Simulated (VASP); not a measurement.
# MnS (Fm-3m) in VASP: a series of runs, part 2 of 2

VASP 6.6.1. Earlier steps stand in the parts before.

## (4) Relaxation of cell and atoms, PBE, collinear spin, ferromagnetic start, target pressure 4.8 GPa, at which the enthalpy is minimised

This run uses another cell than the first one, of 14.03 Å³/atom, 1.082 times its volume.

INCAR

```
SYSTEM = MnS
  ALGO = Fast
  EDIFF = 1E-7
  EDIFFG = -0.002
  ENCUT = 350
  GGA = PE
  IBRION = 2
  ISIF = 3
  ISMEAR = 0
  ISPIN = 2
  LASPH = .TRUE.
  LCHARG = .FALSE.
  LMAXMIX = 4
  LORBIT = 11
  LREAL = .FALSE.
  LWAVE = .FALSE.
  MAGMOM = 5 0
  NELM = 150
  NSW = 80
  PREC = Accurate
  PSTRESS = 48.0
  SIGMA = 0.1
```

KPOINTS

```
k-points
0
G
  14 14 14
  0 0 0
```

POSCAR

```
MnS                                     
1.0
   -0.0000000000      2.4120582466      2.4120582466
    2.4120582466      0.0000000000      2.4120582466
    2.4120582466      2.4120582466      0.0000000000
  Mn              S             
     1     1
Direct
     0.0000000000000000    0.0000000000000000    0.0000000000000000
     0.5000000000000000    0.5000000000000000    0.5000000000000000
```

Potentials or basis: VASP PAW PBE potentials, release 64 (Mn_pv, S).

The run is started by

```bash
> cat potpaw_PBE.64/Mn_pv/POTCAR potpaw_PBE.64/S/POTCAR > POTCAR
> mpirun -np 1 vasp_std > vasp.out
```

OUTCAR:

```text
SYSTEM = MnS
   EDIFF = 1E-7
   EDIFFG = -0.002
   ENCUT = 350
   GGA = PE
   IBRION = 2
   ISIF = 3
   ISMEAR = 0
   ISPIN = 2
   LASPH = .TRUE.
   LORBIT = 11
   LREAL = .FALSE.
   NELM = 150
   NSW = 80
   PREC = Accurate
   PSTRESS = 48.0

 ion  position               nearest neighbor table
   1  0.000  0.000  0.000-   2 2.41   2 2.41   2 2.41   2 2.41   2 2.41   2 2.41
   2  0.500  0.500  0.500-   1 2.41   1 2.41   1 2.41   1 2.41   1 2.41   1 2.41

  LATTYP: Found a face centered cubic cell.
 ALAT       =     4.8241164932

  Lattice vectors:

 A1 = (   0.0000000000,   2.4120582466,   2.4120582466)
 A2 = (   2.4120582466,   0.0000000000,   2.4120582466)
 A3 = (   2.4120582466,   2.4120582466,   0.0000000000)

Analysis of symmetry for initial positions (statically):
=====================================================================
 Subroutine PRICEL returns:
 Original cell was already a primitive cell.

 Routine SETGRP: Setting up the symmetry group for a
 face centered cubic supercell.

[... 312 lines left out ...]
 cond. band min:       8.2294184670   @ k =   0.4286   0.2857   0.1429
 fundamental gap:      0.0032823198
 Fermi energy:         8.2262033029

 spin component 1

 k-point     1 :       0.0000    0.0000    0.0000
  band No.  band energies     occupation
      1     -42.2699      1.00000
      2     -42.2699      1.00000
      3     -42.2699      1.00000
      4      -7.3454      1.00000
      5       4.8060      1.00000
      6       4.8060      1.00000
[... 435 lines left out ...]
      5       2.3279      1.00000
      6       3.6016      1.00000
[... 8 lines left out ...]
     15      15.4013      0.00000
     16      16.7029      0.00000

 [... further k-points ...]

 spin component 2

 k-point     1 :       0.0000    0.0000    0.0000
  band No.  band energies     occupation
      1     -38.0984      1.00000
      2     -38.0984      1.00000
      3     -38.0984      1.00000
      4      -7.0698      1.00000
      5       6.3701      1.00000
      6       6.3701      1.00000
[... 480 lines left out ...]
  energy  without entropy=      -14.0447620775  energy(sigma->0) =      -14.04792228

  enthalpy is  TOTEN    =       -13.1258014532 eV   P V=        0.9252810341

 reached required accuracy - stopping structural energy minimisation

 total charge

# of ion       s       p       d       tot
------------------------------------------
    1        0.241   6.206   5.000  11.447
    2        1.329   2.423   0.000   3.752
--------------------------------------------------
tot          1.570   8.629   5.000  15.199

 magnetization (x)

# of ion       s       p       d       tot
------------------------------------------
    1        0.054   0.044   3.841   3.939
    2        0.027   0.047   0.000   0.075
--------------------------------------------------
tot          0.081   0.091   3.841   4.014
```

Wall time 2.6 min (1 thread of AMD EPYC 9R14 (Zen 4), shared host); peak memory 0.14 GiB.

What came out:

```yaml
Free_energy: -14.0511 eV
Relaxed_volume: 15.44 Å³/atom
Relaxed_cell: a = 3.522 Å, b = 3.522 Å, c = 3.522 Å, α = 60.00°, β = 60.00°, γ = 60.00°
Space_group_after_relaxing_to_0.05_Å: Fm-3m (No. 225)
Energy_change_on_relaxing_the_enthalpy_is_what_falls: -68.1 meV/atom
Ionic_steps: 4
Pressure_after_relaxing: 4.8 GPa
Band_gap_on_the_k_mesh: none (metal or under the smearing width)
Net_moment: 4.29 μB per cell
Site_moments: Mn +3.94; S +0.07 μB
Valence_electrons_inside_the_program's_atomic_spheres: Mn 11.45; S 3.75
```

Step by step:
```csv
step,energy change (eV),largest force (eV/Å),pressure (GPa),volume (Å³)
1,0.0000,0.0000,12.00,28.07
2,-0.1307,0.0000,5.14,30.71
3,-0.1408,0.0000,4.50,31.04
4,-0.1362,0.0000,4.80,30.88
```

Final structure:
```
CELL_PARAMETERS angstrom
0.00000 2.49022 2.49022
2.49022 0.00000 2.49022
2.49022 2.49022 0.00000
ATOMIC_POSITIONS crystal
Mn 0.00000 0.00000 0.00000
S 0.50000 0.50000 0.50000
```

Caveat: the cell is relaxed towards a set pressure, so the enthalpy falls and the energy may rise; a cell with one magnetic atom can't hold antiferromagnetic order, which such compounds often take; semilocal functionals often make such compounds metallic where correlation or magnetic order opens a gap, which also shifts bond lengths. With open d or f shells a metallic result of PBE can be an artefact of self-interaction; +U or a hybrid may open a gap.

## (5) Relaxation of cell and atoms, PBE, collinear spin, ferromagnetic start, target pressure 4.8 GPa, at which the enthalpy is minimised

This run uses another cell than the first one, of 15.44 Å³/atom, 1.191 times its volume.

INCAR is that of step 4.

KPOINTS is that of step 4.

POSCAR

```
MnS                                     
1.0
   -0.0000000000      2.4902197311      2.4902197311
    2.4902197311     -0.0000000000      2.4902197311
    2.4902197311      2.4902197311     -0.0000000000
  Mn              S             
     1     1
Direct
     0.0000000000000000    0.0000000000000000    0.0000000000000000
     0.5000000000000000    0.5000000000000000    0.5000000000000000
```

The run is started by

```bash
> cat potpaw_PBE.64/Mn_pv/POTCAR potpaw_PBE.64/S/POTCAR > POTCAR
> mpirun -np 1 vasp_std > vasp.out
```

Wall time 1.7 min (1 thread of AMD EPYC 9R14 (Zen 4), shared host); peak memory 0.15 GiB.

Results (log left out):

* Free energy: -14.0523 eV
* Relaxed volume: 15.38 Å³/atom
* Relaxed cell: a = 3.517 Å, b = 3.517 Å, c = 3.517 Å, α = 60.00°, β = 60.00°, γ = 60.00°
* Space group after relaxing (to 0.05 Å): Fm-3m (No. 225)
* Energy change on relaxing (the enthalpy is what falls): +2.0 meV/atom
* Ionic steps: 3
* Pressure after relaxing: 4.8 GPa
* Band gap on the k mesh: none (metal or under the smearing width)
* Net moment: 4.27 μB per cell
* Site moments: Mn +3.92; S +0.07 μB
* Valence electrons inside the program's atomic spheres: Mn 11.45; S 3.75

The path:
```
step  energy change (eV)  largest force (eV/Å)  pressure (GPa)  volume (Å³)
   1              0.0000                0.0000            4.57        30.88
   2              0.0029                0.0000            4.75        30.79
   3              0.0039                0.0000            4.82        30.75
```

Final structure:
```cif
data_structure
_symmetry_space_group_name_H-M 'P 1'
_symmetry_Int_Tables_number 1
_cell_length_a 3.5166
_cell_length_b 3.5166
_cell_length_c 3.5166
_cell_angle_alpha 60.000
_cell_angle_beta 60.000
_cell_angle_gamma 60.000
_cell_volume 30.75
loop_
_atom_site_label
_atom_site_type_symbol
_atom_site_fract_x
_atom_site_fract_y
_atom_site_fract_z
_atom_site_occupancy
Mn1 Mn 0.00000 0.00000 0.00000 1
S1 S 0.50000 0.50000 0.50000 1
```

Levels at points of the mesh, in eV from the Fermi level:
Spin up:
| k point | band 10 | band 11 | band 12 | band 13 | band 14 | band 15 |
| --- | --- | --- | --- | --- | --- | --- |
| (0.00, 0.00, 0.00) | -2.05 | -2.05 | -2.05 | 2.86 | 8.93 | 8.93 |
| (0.50, 0.00, 0.00) | -2.24 | 0.96 | 0.96 | 2.92 | 5.51 | 5.51 |
| (0.50, 0.50, 0.00) | -2.50 | -2.50 | -1.85 | 1.21 | 5.71 | 11.41 |
Spin down:
| k point | band 4 | band 5 | band 6 | band 7 | band 8 | band 9 | band 10 | band 11 |
| --- | --- | --- | --- | --- | --- | --- | --- | --- |
| (0.00, 0.00, 0.00) | -15.33 | -1.86 | -1.86 | -1.86 | -0.14 | -0.14 | -0.14 | -0.03 |
| (0.50, 0.00, 0.00) | -13.67 | -7.36 | -4.00 | -4.00 | 1.10 | 1.10 | 1.37 | 3.33 |
| (0.50, 0.50, 0.00) | -13.51 | -6.44 | -3.66 | -3.66 | -1.53 | 0.51 | 1.40 | 1.40 |

Caveat: the cell is relaxed towards a set pressure, so the enthalpy falls and the energy may rise; a cell with one magnetic atom can't hold antiferromagnetic order, which such compounds often take; semilocal functionals often make such compounds metallic where correlation or magnetic order opens a gap, which also shifts bond lengths. With open d or f shells a metallic result of PBE can be an artefact of self-interaction; +U or a hybrid may open a gap.

## (6) Relaxation of cell and atoms, PBE, collinear spin, ferromagnetic start, target pressure 0.0001 GPa, at which the enthalpy is minimised

This run uses another cell than the first one, of 15.38 Å³/atom, 1.186 times its volume.

INCAR: that of step 5 with these lines changed.

```diff
@@ -20,3 +20,3 @@
   PREC = Accurate
-  PSTRESS = 48.0
+  PSTRESS = 0.001
   SIGMA = 0.1
```

KPOINTS is that of step 5.

POSCAR

```
MnS                                     
1.0
    0.0000000000      2.4866219233      2.4866219233
    2.4866219233     -0.0000000000      2.4866219233
    2.4866219233      2.4866219233     -0.0000000000
  Mn              S             
     1     1
Direct
     0.0000000000000000    0.0000000000000000    0.0000000000000000
     0.5000000000000000    0.5000000000000000    0.5000000000000000
```

Potentials or basis: VASP PAW PBE potentials, release 64 (Mn_pv, S).

The run is started by

```bash
> cat potpaw_PBE.64/Mn_pv/POTCAR potpaw_PBE.64/S/POTCAR > POTCAR
> mpirun -np 1 vasp_std > vasp.out
```

Run time: 2.8 min. Hardware: 1 thread of AMD EPYC 9R14 (Zen 4), shared host; peak memory 0.15 GiB.

The run converged. Its results:

| Property | Result |
| --- | --- |
| Free energy | -14.0873 eV |
| Relaxed volume | 16.53 Å³/atom |
| Relaxed cell | a = 3.602 Å, b = 3.602 Å, c = 3.602 Å, α = 60.00°, β = 60.00°, γ = 60.00° |
| Space group after relaxing (to 0.05 Å) | Fm-3m (No. 225) |
| Energy change on relaxing (the enthalpy is what falls) | -17.7 meV/atom |
| Ionic steps | 5 |
| Pressure after relaxing | 0.0 GPa |
| Band gap on the k mesh | none (metal or under the smearing width) |
| Net moment | 4.49 μB per cell |
| Site moments | Mn +4.09; S +0.08 μB |
| Valence electrons inside the program's atomic spheres | Mn 11.37; S 3.74 |

The path:
| step | energy change (eV) | largest force (eV/Å) | pressure (GPa) | volume (Å³) |
| --- | --- | --- | --- | --- |
| 1 | 0.0000 | 0.0000 | 4.82 | 30.75 |
| 2 | -0.0351 | 0.0000 | 0.37 | 32.86 |
| 3 | -0.0353 | 0.0000 | 0.05 | 33.02 |
| 4 | -0.0353 | 0.0000 | -0.02 | 33.07 |
| 5 | -0.0353 | 0.0000 | 0.00 | 33.06 |

Final structure:
```cif
data_structure
_symmetry_space_group_name_H-M 'P 1'
_symmetry_Int_Tables_number 1
_cell_length_a 3.6025
_cell_length_b 3.6025
_cell_length_c 3.6025
_cell_angle_alpha 60.000
_cell_angle_beta 60.000
_cell_angle_gamma 60.000
_cell_volume 33.06
loop_
_atom_site_label
_atom_site_type_symbol
_atom_site_fract_x
_atom_site_fract_y
_atom_site_fract_z
_atom_site_occupancy
Mn1 Mn 0.00000 0.00000 0.00000 1
S1 S 0.50000 0.50000 0.50000 1
```

Levels at points of the mesh, in eV from the Fermi level:
Spin up:
| k point | band 9 | band 10 | band 11 | band 12 | band 13 | band 14 | band 15 | band 16 |
| --- | --- | --- | --- | --- | --- | --- | --- | --- |
| (0.00, 0.00, 0.00) | -3.32 | -2.01 | -2.01 | -2.01 | 2.18 | 8.71 | 8.71 | 8.71 |
| (0.50, 0.00, 0.00) | -2.81 | -2.40 | 0.61 | 0.61 | 2.83 | 5.40 | 5.40 | 9.26 |
| (0.50, 0.50, 0.00) | -3.03 | -2.65 | -2.65 | -2.10 | 0.97 | 5.53 | 10.69 | 12.59 |
Spin down:
| k point | band 3 | band 4 | band 5 | band 6 | band 7 | band 8 | band 9 | band 10 | band 11 | band 12 |
| --- | --- | --- | --- | --- | --- | --- | --- | --- | --- | --- |
| (0.00, 0.00, 0.00) | -46.28 | -14.83 | -1.82 | -1.82 | -1.82 | 0.06 | 0.06 | 0.06 | 0.15 | 0.15 |
| (0.50, 0.00, 0.00) | -46.28 | -13.39 | -6.88 | -3.71 | -3.71 | 1.16 | 1.16 | 1.38 | 3.30 | 3.30 |
| (0.50, 0.50, 0.00) | -46.28 | -13.22 | -6.03 | -3.46 | -3.46 | -1.17 | 0.63 | 1.43 | 1.43 | 1.58 |

Caveat: the cell is relaxed towards a set pressure, so the enthalpy falls and the energy may rise; a cell with one magnetic atom can't hold antiferromagnetic order, which such compounds often take; semilocal functionals often make such compounds metallic where correlation or magnetic order opens a gap, which also shifts bond lengths. With open d or f shells a metallic result of PBE can be an artefact of self-interaction; +U or a hybrid may open a gap.

## (7) Overview

```csv
cell,target pressure,gap on the mesh (eV),pressure (GPa),moment (μB)
relaxed to 30 GPa,30 GPa,none,30.0,2.94
relaxed to 4.8 GPa,4.8 GPa,none,4.8,4.27
relaxed to 0.0001 GPa,0.0001 GPa,none,0.0,4.49
```

Alike in all rows: task relaxation of cell and atoms; level PBE; potentials or basis VASP PAW PBE potentials, release 64 (Mn_pv, S); spin collinear, ferromagnetic start; k mesh 14 × 14 × 14; cutoff (eV) 350; smearing gaussian 0.1 eV.

Caveats: the cell is relaxed towards a set pressure, so the enthalpy falls and the energy may rise; a cell with one magnetic atom can't hold antiferromagnetic order, which such compounds often take; semilocal functionals often make such compounds metallic where correlation or magnetic order opens a gap, which also shifts bond lengths.

Absolute energies hang on the potentials; compare differences alone.
